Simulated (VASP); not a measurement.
# SiO2 (P4_32_12) in VASP: notebook

Aim: see how the results for SiO2 move with the level of theory and the settings. Levels: PBE, LDA. Tasks: single point, dielectric tensor.

Everything below comes from runs of VASP 6.6.1. Logs are shortened: lines on timing, memory, paths and dates and some standing lists are left out, and cuts for length are marked.

## 1. The structure

Symmetry: P4_32_12, No. 96, tetragonal system. Conventional cell: a = 4.976 Å, b = 4.976 Å, c = 6.901 Å, α = 90.00°, β = 90.00°, γ = 90.00°. Si (site symmetry 2) is surrounded by 4 O at 1.61 Å. Around O (site symmetry 1) lie 2 Si at 1.61 Å.

The cell comes from a database or a generator and needn't be the stable form of this composition.

## 2. Single point, PBE, 13.12 Å³/atom (strain = -0.04)

INCAR

```
ALGO     = Normal         # electronic algorithm
EDIFF    = 1E-7           # SCF threshold, eV
ENCUT    = 520            # plane-wave cutoff, eV
GGA      = PE             # functional
ISIF     = 2              # what is computed and relaxed
ISMEAR   = -1             # smearing method
LASPH    = True           # aspherical terms in the spheres
LCHARG   = True           # write CHGCAR
LELF     = True           # ELF
LREAL    = False          # projectors in reciprocal space
LVHAR    = True         
LWAVE    = False          # write WAVECAR
NBANDS   = 44             # bands
NELM     = 100            # most SCF steps
PREC     = Accurate       # precision mode
SIGMA    = 0.05           # smearing width, eV
```

KPOINTS

```
k-points
0
Gamma
  5 5 3
```

POSCAR

```
SiO2
1.0
    4.7765652672      0.0000000000      0.0000000000
    0.0000000000      4.7765652672      0.0000000000
    0.0000000000      0.0000000000      6.9008894400
Si O
4 8
Direct
    0.8032465600      0.8032465600      0.5000000000
    0.6967534400      0.3032465600      0.2500000000
    0.3032465600      0.6967534400      0.7500000000
    0.1967534400      0.1967534400      0.0000000000
    0.7617576300      0.1103870700      0.4320415600
    0.8896129300      0.2382423700      0.0679584400
    0.1103870700      0.7617576300      0.5679584400
    0.2617576300      0.3896129300      0.8179584400
    0.2382423700      0.8896129300      0.9320415600
    0.7382423700      0.6103870700      0.3179584400
    0.3896129300      0.2617576300      0.1820415600
    0.6103870700      0.7382423700      0.6820415600
```

Potentials or basis: VASP PAW PBE potentials, release 64 (Si, O).

Launch:

```sh
> cat potpaw_PBE.64/Si/POTCAR potpaw_PBE.64/O/POTCAR > POTCAR
> mpirun -np 1 vasp_std > vasp.out
```

OUTCAR:

```text
EDIFF = 1E-7
   ENCUT = 520
   GGA = PE
   ISIF = 2
   ISMEAR = -1
   LASPH = True
   LREAL = False
   NELM = 100
   PREC = Accurate

 ion  position               nearest neighbor table
   1  0.803  0.803  0.500-   5 1.55   7 1.55  10 1.59  12 1.59   2 2.99   3 2.99   2 2.99   3 2.99

   2  0.697  0.303  0.250-  10 1.55  11 1.55   5 1.59   6 1.59   1 2.99   4 2.99   1 2.99   4 2.99

   3  0.303  0.697  0.750-   8 1.55  12 1.55   9 1.59   7 1.59   1 2.99   4 2.99   4 2.99   1 2.99

   4  0.197  0.197  0.000-   6 1.55   9 1.55   8 1.59  11 1.59   2 2.99   3 2.99   3 2.99   2 2.99

   5  0.762  0.110  0.432-   1 1.55   2 1.59
   6  0.890  0.238  0.068-   4 1.55   2 1.59
   7  0.110  0.762  0.568-   1 1.55   3 1.59
   8  0.262  0.390  0.818-   3 1.55   4 1.59
   9  0.238  0.890  0.932-   4 1.55   3 1.59
  10  0.738  0.610  0.318-   2 1.55   1 1.59
  11  0.390  0.262  0.182-   2 1.55   4 1.59
  12  0.610  0.738  0.682-   3 1.55   1 1.59

  LATTYP: Found a simple tetragonal cell.
 ALAT       =     4.7765652672
 C/A-ratio  =     1.4447388561

  Lattice vectors:

 A1 = (   4.7765652672,   0.0000000000,   0.0000000000)
 A2 = (   0.0000000000,   4.7765652672,   0.0000000000)
 A3 = (   0.0000000000,   0.0000000000,   6.9008894400)

Analysis of symmetry for initial positions (statically):
=====================================================================
 Subroutine PRICEL returns:
 Original cell was already a primitive cell.

 Routine SETGRP: Setting up the symmetry group for a
 simple tetragonal supercell.

 Subroutine GETGRP returns: Found  8 space group operations
 (whereof  2 operations were pure point group operations)
 out of a pool of 16 trial point group operations.

The static configuration has the point symmetry C_2 .
 The point group associated with its full space group is D_4 .

Analysis of symmetry for dynamics (positions and initial velocities):
=====================================================================
 Subroutine PRICEL returns:
 Original cell was already a primitive cell.

 Routine SETGRP: Setting up the symmetry group for a
 simple tetragonal supercell.

 Subroutine GETGRP returns: Found  8 space group operations
 (whereof  2 operations were pure point group operations)
 out of a pool of 16 trial point group operations.

The dynamic configuration has the point symmetry C_2 .
 The point group associated with its full space group is D_4 .

 Subroutine INISYM returns: Found  8 space group operations
 (whereof  2 operations are pure point group operations),
 and found     1 'primitive' translations

----------------------------------------------------------------------------------------

                                     Primitive cell

  volume of cell :     157.4478

  direct lattice vectors                    reciprocal lattice vectors
     4.776565267  0.000000000  0.000000000     0.209355456  0.000000000  0.000000000
     0.000000000  4.776565267  0.000000000     0.000000000  0.209355456  0.000000000
     0.000000000  0.000000000  6.900889440     0.000000000  0.000000000  0.144908857

  length of vectors
     4.776565267  4.776565267  6.900889440     0.209355456  0.209355456  0.144908857

  position of ions in fractional coordinates (direct lattice)
     0.803246560  0.803246560  0.500000000
     0.696753440  0.303246560  0.250000000
     0.303246560  0.696753440  0.750000000
     0.196753440  0.196753440  0.000000000
     0.761757630  0.110387070  0.432041560
     0.889612930  0.238242370  0.067958440
     0.110387070  0.761757630  0.567958440
     0.261757630  0.389612930  0.817958440
     0.238242370  0.889612930  0.932041560
     0.738242370  0.610387070  0.317958440
     0.389612930  0.261757630  0.182041560
     0.610387070  0.738242370  0.682041560

  ion indices of the primitive-cell ions
   primitive index   ion index
                 1           1
                 2           2
                 3           3
                 4           4
                 5           5
                 6           6
                 7           7
                 8           8
                 9           9
                10          10
                11          11
                12          12

----------------------------------------------------------------------------------------

 KPOINTS: k-points

Automatic generation of k-mesh.
 Grid dimensions read from file:
 generate k-points for:    5    5    3

 Generating k-lattice:

  Cartesian coordinates                     Fractional coordinates (reciprocal lattice)
     0.041871091  0.000000000  0.000000000     0.200000000  0.000000000  0.000000000
     0.000000000  0.041871091  0.000000000     0.000000000  0.200000000  0.000000000
     0.000000000  0.000000000  0.048302952     0.000000000  0.000000000  0.333333333

  Length of vectors
     0.041871091  0.041871091  0.048302952

  Shift w.r.t. Gamma in fractional coordinates (k-lattice)
     0.000000000  0.000000000  0.000000000

 Subroutine IBZKPT returns following result:
 ===========================================

 Found     12 irreducible k-points:

 Following reciprocal coordinates:
            Coordinates               Weight
  0.000000  0.000000  0.000000      1.000000
  0.200000  0.000000  0.000000      4.000000
  0.400000  0.000000  0.000000      4.000000
  0.200000  0.200000  0.000000      4.000000
  0.400000  0.200000  0.000000      8.000000
  0.400000  0.400000  0.000000      4.000000
  0.000000  0.000000  0.333333      2.000000
  0.200000  0.000000  0.333333      8.000000
  0.400000  0.000000  0.333333      8.000000
  0.200000  0.200000  0.333333      8.000000
  0.400000  0.200000  0.333333     16.000000
  0.400000  0.400000  0.333333      8.000000
   k-points           NKPTS =     12   k-points in BZ     NKDIM =     12   number of bands    NBANDS=     44
   number of dos      NEDOS =    301   number of ions     NIONS =     12
   total plane-waves  NPLWV =  69984
   dimension x,y,z NGX =    36 NGY =   36 NGZ =   54
   dimension x,y,z NGXF=    72 NGYF=   72 NGZF=  108
   ions per type =               4   8
   NGX,Y,Z   is equivalent  to a cutoff of  12.53, 12.53, 13.01 a.u.
   NGXF,Y,Z  is equivalent  to a cutoff of  25.06, 25.06, 26.02 a.u.
 SYSTEM =  unknown system
   PREC   = accura    normal or accurate (medium, high low for compatibility)
   ISTART =      0    job   : 0-new  1-cont  2-samecut
   ICHARG =      2    charge: 1-file 2-atom 10-const
   ISPIN  =      1    spin polarized calculation?
   LNONCOLLINEAR =      F non collinear calculations
   LSORBIT =      F    spin-orbit coupling
   LASPH  =      T    aspherical Exc in radial PAW
   ENCUT  =  520.0 eV  38.22 Ry    6.18 a.u.   8.88  8.88 12.83*2*pi/ulx,y,z
   NELM   =    100;   NELMIN=  2; NELMDL= -5     # of ELM steps
   EDIFF  = 0.1E-06   stopping-criterion for ELM
   LREAL  =      F    real-space projection
   EDIFFG = 0.1E-05   stopping-criterion for IOM
   NSW    =      0    number of steps for IOM
   IBRION =     -1    ionic relax: 0-MD 1-quasi-New 2-CG
   NFREE  =      0    steps in history (QN), initial steepest desc. (CG)
   ISIF   =      2    stress and relaxation
   ISYM   =      2    0-nonsym 1-usesym 2-fastsym
   POTIM  = 0.5000    time-step for ionic-motion
   TEBEG  =    0.0;   TEEND  =   0.0 temperature during run
   PSTRESS=    0.0 pullay stress
   NELECT =      64.0000    total number of electrons
   NUPDOWN=      -1.0000    fix difference up-down
   EMIN   =  10.00;   EMAX   =-10.00  energy-range for DOS
   EFERMI =   0.00;   METHOD = LEGACY
   ISMEAR =    -1;   SIGMA  =   0.05  broadening in eV -4-tet -1-fermi 0-gaus
   EFERMI_NEDOS =   21; number of points for ismear=-14 and -15
   IALGO  =     38    algorithm
   IMIX   =      4    mixing-type and parameters
     AMIX     =   0.40;   BMIX     =  1.00
     AMIX_MAG =   1.60;   BMIX_MAG =  1.00
  volume/ion in A,a.u.               =      13.12        88.54
  Fermi-wavevector in a.u.,A,eV,Ry     =   1.212707  2.291684 20.009530  1.470659
  Thomas-Fermi vector in A             =   2.348183
   LORBIT       =      0    0 simple, 1 ext, 2 COOP (PROOUT), +10 PAW based schemes
   GGA     = PE    functional components
   LHFCALC =     F    Hartree Fock is set to
   AEXX    =    0.0000 exact exchange contribution
   IVDW    =     0    specifies the selected vdW correction
   LEPSILON=     F    determine dielectric tensor
   LRPA    =     F    only Hartree local field effects (RPA)
 non-spin polarized calculation
  energy-cutoff  :      520.00
  volume of cell :      157.45
 maximum number of plane-waves:      4254
 NGX is ok and might be reduce to    36
   NGX = 17   NGY = 17   NGZ = 25

 number of electron      63.9999966 magnetization

 Free energy of the ion-electron system (eV)
  ---------------------------------------------------
  ext. energy  EPLUGINS =         0.00000000
  ---------------------------------------------------
  free energy    TOTEN  =       -93.62352627 eV

  energy without entropy =      -93.62352627  energy(sigma->0) =      -93.62352627

 E-fermi :   1.7727     XC(G=0):  -8.7919

 val. band max:        0.7307926135   @ k =   0.0000   0.0000   0.0000
 cond. band min:       6.8890581701   @ k =   0.0000   0.0000   0.0000
 fundamental gap:      6.1582655566
 Fermi energy:         1.7727036298

 k-point     1 :       0.0000    0.0000    0.0000
  band No.  band energies     occupation
      1     -19.1579      2.00000
      2     -18.1825      2.00000
      3     -18.1825      2.00000
      4     -16.9135      2.00000
      5     -16.7752      2.00000
      6     -16.7670      2.00000
[... 36 lines left out ...]
     43      13.0739      0.00000
     44      13.2088      0.00000
[... 476 lines left out ...]
      4     -17.7867      2.00000
      5     -16.9058      2.00000
      6     -16.8904      2.00000
[... 36 lines left out ...]
     43      12.2931      0.00000
     44      12.4218      0.00000

------------------------ aborting loop because EDIFF is reached ----------------------------------------

  FORCE on cell =-STRESS in cart. coord.  units (eV):
  Direction    XX          YY          ZZ          XY          YZ          ZX
  --------------------------------------------------------------------------------------
  -------------------------------------------------------------------------------------
  Total       24.6914549     24.6914549     16.5141218      0.0000000      0.0000000     -0.0000000
  in kB      251.2584990    251.2584990    168.0465351      0.0000000      0.0000000     -0.0000000
  external PRESSURE =     223.5211777 kB  Pullay stress =       0.0000000 kB

 VOLUME and BASIS-vectors are now :
 -----------------------------------------------------------------------------
  energy-cutoff  :      520.00
  volume of cell :      157.45
      direct lattice vectors                 reciprocal lattice vectors
     4.776565267  0.000000000  0.000000000     0.209355456  0.000000000  0.000000000
     0.000000000  4.776565267  0.000000000     0.000000000  0.209355456  0.000000000
     0.000000000  0.000000000  6.900889440     0.000000000  0.000000000  0.144908857

 POSITION                                       TOTAL-FORCE (eV/Angst)
 -----------------------------------------------------------------------------------
      3.83676      3.83676      3.45044        -0.848980     -0.848980      0.000000
      3.32809      1.44848      1.72522         0.848980     -0.848980      0.000000
      1.44848      3.32809      5.17567        -0.848980      0.848980      0.000000
      0.93981      0.93981      0.00000         0.848980      0.848980      0.000000
      3.63859      0.52727      2.98147        -0.081681      1.774234      0.219191
      4.24929      1.13798      0.46897        -1.774234      0.081681     -0.219191
      0.52727      3.63859      3.91942         1.774234     -0.081681     -0.219191
      1.25030      1.86101      5.64464        -0.081681     -1.774234     -0.219191
      1.13798      4.24929      6.43192         0.081681     -1.774234      0.219191
      3.52626      2.91555      2.19420         0.081681      1.774234     -0.219191
      1.86101      1.25030      1.25625        -1.774234     -0.081681      0.219191
      2.91555      3.52626      4.70669         1.774234      0.081681      0.219191
 -----------------------------------------------------------------------------------
    total drift:                               -0.000000      0.000000     -0.000000

  FREE ENERGIE OF THE ION-ELECTRON SYSTEM (eV)
  ---------------------------------------------------
  free  energy   TOTEN  =       -93.6235262744 eV

  energy  without entropy=      -93.6235262743  energy(sigma->0) =      -93.62352627
```

It took 35 s on 1 thread of Intel Xeon 6975P-C (Granite Rapids), shared host; peak memory 0.26 GiB.

Results:

| Property | Result |
| --- | --- |
| Free energy | -93.6235 eV |
| Pressure | 22.4 GPa |
| Largest force | 1.790 eV/Å |
| Band gap on the k mesh | 6.16 eV, direct |

Caveat: an odd mesh through Γ misses points on the zone boundary, where band edges often lie; forces of over 1 eV/Å show positions far from the minimum, so gaps and moduli don't describe the material at rest.

## 3. Single point, PBE, 13.67 Å³/atom (strain = -0.02)

INCAR is that of step 2.

KPOINTS is that of step 2.

POSCAR: that of step 2 with these lines changed.

```diff
@@ -2,4 +2,4 @@
 1.0
-    4.7765652672      0.0000000000      0.0000000000
-    0.0000000000      4.7765652672      0.0000000000
+    4.8760770436      0.0000000000      0.0000000000
+    0.0000000000      4.8760770436      0.0000000000
     0.0000000000      0.0000000000      6.9008894400
```

Potentials or basis: VASP PAW PBE potentials, release 64 (Si, O).

Launch:

```sh
> cat potpaw_PBE.64/Si/POTCAR potpaw_PBE.64/O/POTCAR > POTCAR
> mpirun -np 1 vasp_std > vasp.out
```

It took 36 s on 1 thread of Intel Xeon 6975P-C (Granite Rapids), shared host; peak memory 0.26 GiB.

Results (log left out):

```yaml
Free_energy: -94.4371 eV
Pressure: 12.9 GPa
Largest_force: 0.914 eV/Å
Band_gap_on_the_k_mesh: 5.96 eV, direct
```

Caveat: an odd mesh through Γ misses points on the zone boundary, where band edges often lie.

(Continued in part 2 of 2.)
